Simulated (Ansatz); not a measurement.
# CuO: changing the functional

```
Cu O
1.0
     2.34465   -1.71340    0.00000
     2.34465    1.71340    0.00000
    -0.86055    0.00000    5.05944
Cu O
2 2
Direct
  0.49680 0.00320 0.50000
  0.00320 0.49680 0.00000
  0.40560 0.57140 0.75370
  0.57140 0.40560 0.25370
```

Kept alike: task equation of state; k mesh 10 × 10 × 5; occupations fermi-dirac, width 0.05 eV; no spin polarisation. Program: Ansatz, Ansatz PAW. Cutoffs run from 420 to 500 eV. The mesh is that of the run's cell of 4 atoms. No spin-orbit coupling.

| run | volume (Å³/atom) | bulk modulus (GPa) |
| --- | --- | --- |
| A | 10.010 | 185.4 |
| B | 9.646 | 207.8 |
| C | 10.090 | 186.0 |

Volume and modulus come from cells scaled at fixed shape and fractions; off cubic symmetry such a modulus can lie above the relaxed one. All rows use potentials made for PBE.

Question: The runs differ in the functional (and the cutoff that goes with it) alone: LDA; PBEsol; r2SCAN. Which run is which?

Answer: Run A is PBEsol; run B is LDA; run C is r2SCAN. The volume runs from 9.646 (LDA) to 10.090 Å³/atom (r2SCAN). The bulk modulus runs from 185.4 (PBEsol) to 207.8 GPa (LDA).
